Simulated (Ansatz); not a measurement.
# Which metal contacts Sb2Se3 quintuple layer? The Schottky-Mott estimate

If a metal and one layer of Sb2Se3 (symmetric quintuple form) lined up by their vacuum levels alone, the barrier for electrons would be the work function less the affinity, and that for holes the ionisation energy less the work function. What does that give for common contact metals?

**Method.** Ansatz 0.2.0, plane waves with PAW datasets (its set soft_2), PBE. Layers: cell and atoms relaxed with a dispersion term, band edges read against the vacuum level. Here the gap is 0.60 eV, the ionisation energy 5.41 eV and the affinity 4.81 eV. Metals: relaxed slabs of 7 layers at the tabulated experimental lattice constant, Fermi-Dirac smearing of 0.1 eV, Ni with spin. Labels allow 0.1 eV either way.

Results:

```tsv
metal	work function (eV)	barrier for electrons (eV)	barrier for holes (eV)	by the rule
Sc(0001)	3.59	−1.22	1.82	no barrier for electrons
Al(111)	4.03	−0.78	1.38	no barrier for electrons
Hf(0001)	4.33	−0.48	1.08	no barrier for electrons
Ti(0001)	4.37	−0.44	1.04	no barrier for electrons
Ag(111)	4.49	−0.32	0.92	no barrier for electrons
Mo(110)	4.56	−0.25	0.85	no barrier for electrons
Cu(111)	4.82	0.01	0.59	at the conduction edge
W(110)	4.84	0.03	0.57	at the conduction edge
Ru(0001)	5.01	0.20	0.40	favours electrons
Ni(111)	5.06	0.25	0.35	mid-gap
Pd(111)	5.24	0.43	0.17	favours holes
Au(111)	5.27	0.46	0.14	favours holes
Pt(111)	5.71	0.90	−0.30	no barrier for holes
```

**Answer.** By the rule the Fermi level lies over the conduction edge for 6, inside the gap for 6 and under the valence edge for 1 of the 13 metals. The middle of the gap lies 5.11 eV under the vacuum level: metals with a smaller work function favour electrons, those with a larger one holes. Worked for Cu(111): 4.82 − 4.81 = 0.01 eV and 5.41 − 4.82 = 0.59 eV, which add up to the gap, 0.60 eV.

Caveats: This is the limit without any interaction. A real contact lowers the metal's work function by compressing its electron tail, moves charge and can pin the Fermi level, so barriers at bonded contacts depend far less on the metal; van der Waals contacts come nearer to the rule. The layer is built from a prototype, and its stability was not tested. PBE gaps usually lie under quasiparticle gaps, which makes the two barriers together too small, and a missing barrier can be an artefact of that. Spin-orbit coupling is left out. The table is a selection: not every member that was run is listed.

[Logs are printed without paths, hosts, clocks, repeated set-up lines and the standing remarks that a program may print on its own settings, such as how far it seeks lower states.]
